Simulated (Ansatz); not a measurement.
## What moves the pressure of P?

```xyz
2
Lattice="2.7054 0.0000 0.0000 -1.3527 2.3429 0.0000 0.0000 0.0000 4.5877" Properties=species:S:1:pos:R:3 pbc="T T T"
P     0.0000    1.5620    1.1469
P     1.3527    0.7810    3.4408
```

Atom numbers follow the list: P1, P2.

The cell was built from the hcp type and relaxed in the same program, and has space group P6_3/mmc; it needn't be a known or the stable phase.

All numbers below come from DFT, PBE, all-electron LAPW, scalar-relativistic (Ansatz 0.2.0).

Settings: a Γ-centred 15×15×8 k mesh, Fermi–Dirac smearing of 0.05 eV, basis error target 1 meV/atom, no spin polarisation.

In this reference run the pressure is 0.0 GPa (positive in compression). Each change below is made alone, on the same k mesh, with fractional coordinates held unless an atom is moved; x, y and z are the Cartesian axes.

(1) One change shifts the pressure by +0.1 GPa. Which?
A. x and y strained by +3 %, z held
B. z strained by -4 % at fixed volume
C. atom 2 (P) moved by (0.0000, 0.0000, 0.1200) Å
D. volume scaled by 0.975
E. volume scaled by 1.025

Results:

(1) B. The others give: x and y strained by +3 %, z held, -4.8 GPa; volume scaled by 0.975, +2.4 GPa; atom 2 (P) moved by (0.0000, 0.0000, 0.1200) Å, +0.7 GPa; volume scaled by 1.025, -2.1 GPa.
